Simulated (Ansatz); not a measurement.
Write the native input for Ansatz 0.2.0 that does the following.

```yaml
Task: single point
Functional: PBE
Potentials_or_basis: Ansatz PAW
Cutoff: "420 eV (not typed: the program's choice for these potentials)"
k_mesh: 6 × 6 × 9
Occupations: fermi-dirac, width 0.05 eV
Spin: collinear spin, ferromagnetic start
Starting_moments: "[4.0, 4.0, 0.0, 0.0, 0.0, 0.0] μB"
```

Crystal: MnO2.

```xyz
6
Lattice="4.3306 0.0000 0.0000 0.0000 4.4623 0.0000 0.0000 0.0000 2.8625" Properties=species:S:1:pos:R:3 pbc="T T T"
Mn    2.2187    2.2137    1.4251
Mn   -0.0396   -0.0065   -0.0393
O     0.8846    3.6301    1.4549
O     1.2288    1.4192   -0.0050
O     3.0763    3.0250    0.0123
O     3.3689    0.7669    1.3793
```

The cell comes from a database or a generator and needn't be the stable form of this composition.

The cell isn't the ideal one: atoms moved at random, drawn with an rms of 0.05 Å.

These files were run (other wordings do the same):

input.yaml

```yaml
crystal:
  lattice:
    - [4.33057597, 0.0, 0.0]
    - [0.0, 4.46231267, 0.0]
    - [0.0, 0.0, 2.8624768]
  atoms:
    - { symbol: Mn, position: [0.512336, 0.496086, 0.49786], spin: 4.0 }
    - { symbol: Mn, position: [-0.009134, -0.00146, -0.013746], spin: 4.0 }
    - { symbol: O, position: [0.204257, 0.813494, 0.508261] }
    - { symbol: O, position: [0.283759, 0.318031, -0.001753] }
    - { symbol: O, position: [0.710375, 0.677894, 0.004287] }
    - { symbol: O, position: [0.777935, 0.171854, 0.481839] }
hamiltonian:
  xc: pbe
  pseudopotentials: { kind: paw }
magnetization:
  spin_polarized: true
kpoints:
  mp_grid: { grid: [6, 6, 9] }
scf:
  occupations: { method: fermi_dirac, width: 0.05 }
output:
  forces: true
  stress: true
  eigenvalues: true
```

Potentials or basis: Ansatz PAW.

Command:

```bash
$ ansatz run input.yaml --threads 2 --pin off --max-ram 5120MiB --backend cpu --events-out ev --progress --plain --runs-dir out
```

It gave:

* Pressure: 3.5 GPa
* Largest force: 1.740 eV/Å
* Band gap on the k mesh: none (metal or under the smearing width)
* Net moment: 0.00 μB per cell
* Absolute moment: 5.47 μB per cell
* Site moments: Mn +2.19, -2.18; O -0.06, +0.04, +0.06, -0.04 μB

Caveat: the pressure holds a Pulay correction of +0.9 GPa for the finite cutoff; semilocal functionals often make such compounds metallic where correlation or magnetic order opens a gap, which also shifts bond lengths; the starting moments weren't kept.

Run time: 69 s on 2 threads of Arm Neoverse V2, on a shared host, peak memory 1 GiB.
